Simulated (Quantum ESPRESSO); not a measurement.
**Pb under changes of volume**

One of the cells (29.314 Å³/atom); the others are scaled copies at fixed shape and fractional positions:

```
Pb
1.0
     3.48000    0.00000    0.00000
    -1.74000    3.01377    0.00000
     0.00000    0.00000    5.59000
Pb
2
Direct
  0.66667 0.33333 0.75000
  0.33333 0.66667 0.25000
```

This isn't the form of Pb at room conditions, which is fcc.

```yaml
Program: Quantum ESPRESSO 7.5
Functional: r2SCAN
Potentials_or_basis: SG15 PBE 1.2
Cutoff: 762 eV
Density_cutoff: 3048 eV
k_mesh: 7 × 7 × 4
Occupations: fermi-dirac, width 0.05 eV
Spin: no spin polarisation
```

```csv
volume (Å³/atom),energy over the lowest point (meV/atom),pressure (GPa)
27.555,?,?
28.141,14.76,3.2
28.727,5.62,1.9
29.314,0.90,0.8
29.900,0.00,-0.1
30.486,2.35,-0.9
31.073,7.42,-1.6
```

Q: What does the run at 27.555 Å³/atom give?

A: Energy over the lowest point 28.89 meV/atom; pressure 4.6 GPa.

Worked out: A Birch-Murnaghan fit of order 3 (a polynomial in V^(-2/3)) to the other rows has its minimum at 29.76 Å³/atom with B0 = V·E''(V) = 47 GPa and B' = 7.2 at fixed shape and positions, which overstates the stiffness. It gives 29.11 meV/atom at 27.555 Å³/atom, against the run's 28.89, and -dE/dV = 4.7 GPa, against 4.6.

Energies are extrapolated to zero smearing.

Caveats: the potentials were made for another functional, which shifts forces and pressure.
